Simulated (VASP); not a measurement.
Here is a VASP 6.6.1 calculation.

Contents of INCAR:

```
PREC = Accurate ; ENCUT = 520
EDIFF = 1E-6 ; ISMEAR = 0
SIGMA = 0.1 ; LREAL = F
LASPH = T ; NELM = 100
ALGO = Normal ; ISIF = 2
LWAVE = F ; LCHARG = T
GGA = PS ; IVDW = 12
LELF = T ; LVHAR = T
NBANDS = 9
```

File KPOINTS:

```
Automatic mesh
0
Gamma
  22 22 22
```

POSCAR

```
Se
1.0
   -1.3803660486      1.3803660486      1.3803660486
    1.3803660486     -1.3803660486      1.3803660486
    1.3803660486      1.3803660486     -1.3803660486
Se
1
Direct
    0.0000000000      0.0000000000      0.0000000000
```

Potentials or basis: VASP PAW PBE potentials, release 64 (Se).

The run is started by

```bash
$ cat potpaw_PBE.64/Se/POTCAR > POTCAR
$ mpirun -np 1 vasp_std > vasp.out
```

Question: Estimate the band gap on the k mesh.

Answer: None (metal or under the smearing width).

Question: What does it give for the dispersion energy per atom?

Answer: -0.727 eV.
